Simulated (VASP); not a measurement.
These are PBE GGA + U (Dudarev), VASP's PBE PAW potentials (set 64) (plane waves; VASP) values and carry that method's errors.

VASP input:

### KPOINTS
```
Automatic mesh
0
Gamma
7 7 7
```

**POSCAR**
```
ZnTe
1
    0.0000000000     3.0500000000     3.0500000000
    3.0500000000     0.0000000000     3.0500000000
    3.0500000000     3.0500000000     0.0000000000
Zn Te
1 1
Direct
  0.0000000000   0.0000000000   0.0000000000
  0.2500000000   0.2500000000   0.2500000000
```

INCAR:
```
# general
SYSTEM    = ZnTe
PREC      = Accurate
ENCUT     = 400   # plane-wave cut-off (eV)
LREAL     = F   # projection in real space or not
LASPH     = T

# electronic loop
EDIFF     = 1E-6   # SCF stop (eV)
NELM      = 100   # most electronic steps
ALGO      = Normal   # blocked Davidson
LMAXMIX   = 2   # l cut-off of mixed one-centre charges

# smearing
ISMEAR    = 0   # Gaussian
SIGMA     = 0.05   # width (eV)

# functional
GGA       = PE

# DFT+U
LDAU      = T
LDAUTYPE  = 2   # Dudarev
LDAUL     = 2 -1
LDAUU     = 5.0 0
LDAUJ     = 0 0
LDAUPRINT = 1

# ions
ISIF      = 2   # forces and stress, cell fixed

# output
LWAVE     = F
LCHARG    = F
LORBIT    = 10
```

POTCAR, in this order: Zn Te (PBE.64 set). Program: vasp_std.

The run wrote:

File OUTCAR:
```
 ion  position               nearest neighbor table
   1  0.000  0.000  0.000-   2 2.64   2 2.64   2 2.64   2 2.64
   2  0.250  0.250  0.250-   1 2.64   1 2.64   1 2.64   1 2.64
  LATTYP: Found a face centered cubic cell.
 ALAT       =     6.1000000000
 Subroutine PRICEL returns:
 Original cell was already a primitive cell.
 Subroutine GETGRP returns: Found 24 space group operations
The static configuration has the point symmetry T_d .
The dynamic configuration has the point symmetry T_d .
 Subroutine INISYM returns: Found 24 space group operations
 Subroutine IBZKPT returns following result:
 Found     20 irreducible k-points:

 Following reciprocal coordinates:
            Coordinates               Weight
  0.000000  0.000000  0.000000      1.000000
  0.142857  0.000000  0.000000      8.000000
  0.285714  0.000000  0.000000      8.000000
  0.428571  0.000000  0.000000      8.000000
  0.142857  0.142857  0.000000      6.000000
  0.285714  0.142857  0.000000     24.000000
  0.428571  0.142857  0.000000     24.000000
 -0.428571  0.142857  0.000000     24.000000
 -0.285714  0.142857  0.000000     24.000000
...
```

File OSZICAR:
```
       N       E                     dE             d eps       ncg     rms          rms(c)
DAV:   1     0.721464337089E+02    0.72146E+02   -0.75840E+03   520   0.124E+03
DAV:   2    -0.370888189662E+00   -0.72517E+02   -0.69691E+02   545   0.238E+02
DAV:   3    -0.478062021046E+01   -0.44097E+01   -0.44008E+01   665   0.655E+01
DAV:   4    -0.483505439590E+01   -0.54434E-01   -0.54427E-01   641   0.708E+00
DAV:   5    -0.483582835092E+01   -0.77396E-03   -0.77395E-03   656   0.581E-01    0.489E+00
DAV:   6    -0.472713028165E+01    0.10870E+00   -0.30855E-01   716   0.126E+01    0.355E+00
DAV:   7    -0.471754342475E+01    0.95869E-02   -0.79035E-02   600   0.260E+00    0.117E+00
DAV:   8    -0.471879669289E+01   -0.12533E-02   -0.40872E-03   588   0.555E-01    0.312E-01
DAV:   9    -0.471896374846E+01   -0.16706E-03   -0.10433E-03   565   0.261E-01    0.899E-02
DAV:  10    -0.471902994504E+01   -0.66197E-04   -0.10075E-04   610   0.685E-02    0.233E-02
DAV:  11    -0.471905394561E+01   -0.24001E-04   -0.34618E-05   565   0.419E-02    0.804E-03
DAV:  12    -0.471905482184E+01   -0.87624E-06   -0.28721E-06   572   0.178E-02
   1 F= -.47190548E+01 E0= -.47190548E+01  d E =-.167443E-15
```

**OUTCAR**
```
------------------------ aborting loop because EDIFF is reached ----------------------------------------
  FORCE on cell =-STRESS in cart. coord.  units (eV):
  Direction    XX          YY          ZZ          XY          YZ          ZX
  --------------------------------------------------------------------------------------
  Total        0.4190136      0.4190136      0.4190136      0.0000000      0.0000000      0.0000000
  in kB       11.8306645     11.8306645     11.8306645      0.0000000      0.0000000      0.0000000
  external PRESSURE =      11.8306645 kB  Pullay stress =       0.0000000 kB
  volume of cell :       56.75
      direct lattice vectors                 reciprocal lattice vectors
     0.000000000  3.050000000  3.050000000    -0.163934426  0.163934426  0.163934426
     3.050000000  0.000000000  3.050000000     0.163934426 -0.163934426  0.163934426
     3.050000000  3.050000000  0.000000000     0.163934426  0.163934426 -0.163934426
 POSITION                                       TOTAL-FORCE (eV/Angst)
 -----------------------------------------------------------------------------------
      0.00000      0.00000      0.00000         0.000000      0.000000      0.000000
      1.52500      1.52500      1.52500        -0.000000     -0.000000     -0.000000
 -----------------------------------------------------------------------------------
    total drift:                               -0.000004     -0.000004     -0.000004
  FREE ENERGIE OF THE ION-ELECTRON SYSTEM (eV)
  ---------------------------------------------------
  free  energy   TOTEN  =        -4.7190548218 eV

  energy  without entropy=       -4.7190548218  energy(sigma->0) =       -4.71905482

 total charge

# of ion       s       p       d       tot
------------------------------------------
    1        0.545   0.420   9.839  10.804
    2        1.344   2.088   0.025   3.457
--------------------------------------------------
tot          1.888   2.508   9.865  14.261
```
(Selected blocks of OUTCAR.)

The compound is ZnTe in the zinc blende structure. The cell was not relaxed at this level. The run is one of a series of settings (LDAU = .TRUE., LDAUJ = 0 0, LDAUL = 2 -1, LDAUTYPE = 2, LDAUU = 5.0 0, LMAXMIX = 2 against the base run), some of them coarse on purpose.
